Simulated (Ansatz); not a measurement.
All numbers below come from DFT PBE, scalar-relativistic, plane waves, PAW in Ansatz 0.2.0. All cells share a 420 eV cutoff and Γ-centred k meshes spaced at most about 0.3 Å⁻¹ (about 0.25 or finer for metals, 2π included). No spin polarisation in the final relaxations.

These are static total energies at zero pressure.

Two forms of Al₂Pt were relaxed alike.

A.

```yaml
crystal:
  lattice:
    - [5.01333, 0.00000, 0.00000]
    - [-2.50667, 4.34167, 0.00000]
    - [0.00000, 0.00000, 4.23662]
  atoms:
    - { symbol: Al, position: [0.35419, 0.00000, 0.50000] }
    - { symbol: Al, position: [0.00000, 0.35419, 0.50000] }
    - { symbol: Al, position: [0.64581, 0.64581, 0.50000] }
    - { symbol: Al, position: [0.00000, 0.00000, 0.00000] }
    - { symbol: Pt, position: [0.33333, 0.66667, 0.00000] }
    - { symbol: Pt, position: [0.66667, 0.33333, 0.00000] }
```

B.

```yaml
crystal:
  lattice:
    - [5.95834, 0.00000, 0.00000]
    - [0.00000, 5.95834, 0.00000]
    - [0.00000, 0.00000, 2.83670]
  atoms:
    - { symbol: Al, position: [0.66586, 0.83414, 0.50000] }
    - { symbol: Al, position: [0.33414, 0.16586, 0.50000] }
    - { symbol: Al, position: [0.16586, 0.66586, 0.50000] }
    - { symbol: Al, position: [0.83414, 0.33414, 0.50000] }
    - { symbol: Pt, position: [0.00000, 0.00000, 0.00000] }
    - { symbol: Pt, position: [0.50000, 0.50000, 0.00000] }
```

**Question.** Which is lower in energy, and by how much?

**Answer.** B is lower, by 85 meV/atom. A has Al and Pt ordered on hcp sites, space group P-62m (No. 189), 15.4 Å³/atom and no gap on its mesh; B has space group P4/mbm (No. 127), 16.8 Å³/atom and no gap. Counting all near atoms (those within 1.25 times the shortest distance at each site; a plus sign parts nearer from farther groups), A has Al 12, Pt 12 and B has Al 7+4, Pt 10. The lower one is the more open, so pressure narrows the difference. Both come from invented guesses. A third cell relaxed alike, in Fm-3m (a cell as deposited in COD), lies 255 meV/atom below the lower of the two.

Spin–orbit coupling, which can matter for Pt, is left out. Cells relaxed within their symmetry can be saddle points; a later kick test found a lower structure for Al2Pt P-62m.
